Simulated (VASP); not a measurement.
From an Ansatz input to VASP: MgS (strained zincblende)

Ansatz input

```yaml
crystal:
  lattice:
    - [0.0, 2.8308768412, 2.7742593044]
    - [2.8308768412, 0.0, 2.7742593044]
    - [2.8308768412, 2.8308768412, 0.0]
  atoms:
    - { symbol: Mg, position: [0.0, 0.0, 0.0] }
    - { symbol: S, position: [0.25, 0.25, 0.25] }
kpoints:
  mp_grid: { grid: [8, 8, 8] }
  band_path:
    path:
      - [0.0, 0.0, 0.0]
      - [-0.5, -0.5, 0.0]
      - [-0.375, -0.375, 0.25]
      - [-0.375, 0.0, 0.375]
      - [0.0, 0.0, 0.5]
      - [-0.5, -0.25, 0.25]
    npoints: 1
hamiltonian:
  xc: r2scan
scf:
  occupations: { method: fixed }
  n_extra_bands: 4
output:
  forces: true
  stress: true
  eigenvalues: true
```

**Question.** Translate this input to VASP.

**Answer.** 

INCAR

```
ISIF = 2
PREC = Accurate
ENCUT = 520
ALGO = Normal
LASPH = .TRUE.
METAGGA = R2SCAN
SIGMA = 0.01
LREAL = .FALSE.
LELF = .TRUE.
LWAVE = .FALSE.
NBANDS = 11
NSW = 0
NELM = 120
LCHARG = .TRUE.
EDIFF = 1E-7
ISMEAR = 0
IBRION = -1
```

KPOINTS

```
KPOINTS created by Atomic Simulation Environment
0
Gamma
8 8 8
0 0 0
```

KPOINTS_OPT

```
special points
6
Reciprocal
0.0000000000 0.0000000000 0.0000000000 1
-0.5000000000 -0.5000000000 0.0000000000 1
-0.3750000000 -0.3750000000 0.2500000000 1
-0.3750000000 0.0000000000 0.3750000000 1
0.0000000000 0.0000000000 0.5000000000 1
-0.5000000000 -0.2500000000 0.2500000000 1
```

POSCAR

```
Mg S
 1.0000000000000000
     0.0000000000000000    2.8308768411999998    2.7742593044000001
     2.8308768411999998    0.0000000000000000    2.7742593044000001
     2.8308768411999998    2.8308768411999998    0.0000000000000000
 Mg  S
   1   1
Cartesian
  0.0000000000000000  0.0000000000000000  0.0000000000000000
  1.4154384205999999  1.4154384205999999  1.3871296522000001
```

VASP ran with the recommended PBE PAW datasets (8 valence electrons in the cell). Other inputs would serve too.

```json
{"": "gap between bands v and c", "Ansatz": "4.21 eV", "VASP": "4.20 eV"}
{"": "least direct gap", "Ansatz": "4.21 eV", "VASP": "4.20 eV"}
{"": "pressure", "Ansatz": "1.3 GPa", "VASP": "1.0 GPa"}
```

Datasets and cutoffs are each program's own. VASP's cell holds 8 valence electrons and Ansatz's 16. Ansatz's stress includes a Pulay correction; VASP's doesn't.
